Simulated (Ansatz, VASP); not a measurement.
**One calculation of Co, two programs**

```
Co
1.0
     2.24744    0.00000    0.00000
     0.00000    2.24744    0.00000
     0.00000    0.00000    2.24744
Co
1
Direct
  0.00000 0.00000 0.00000
```

Alike in both runs: task relaxation of cell and atoms; functional PBEsol; k mesh 8 × 8 × 8; occupations gaussian, width 0.1 eV; collinear spin.

|  | VASP | Ansatz |
| --- | --- | --- |
| version | VASP 6.6.1 | Ansatz 0.2.0 |
| potentials or method | VASP PAW PBE potentials, release 64 (Co) | scalar-relativistic, plane waves, PAW |
| plane-wave cutoff (eV) | 600 | 420 |
| valence electrons in the cell | 9 | 17 |

```tsv
	VASP	Ansatz	Ansatz less VASP
gap on the k mesh at the Fermi level, each at its own relaxed structure (eV)	none	none	-
net moment per atom (μB)	1.76	1.76	+0.001
size of the moment on the site where the two differ most (μB)	1.75	1.76	+0.008
relaxed volume (Å³/atom)	11.99	12.05	+0.053
relaxed cell length with the largest relative difference (Å)	2.289	2.292	+0.0033
energy change over the relaxation (meV/atom)	-21	-26	-4.4
```

Site moments also hang on the region over which each program counts them. A gap of «none» marks a metal or a gap that the smearing closes. The two sets of potentials don't hold the same shells in valence.

Caveats: the PAW data sets were made with another functional, which shifts forces and pressure a little (VASP).
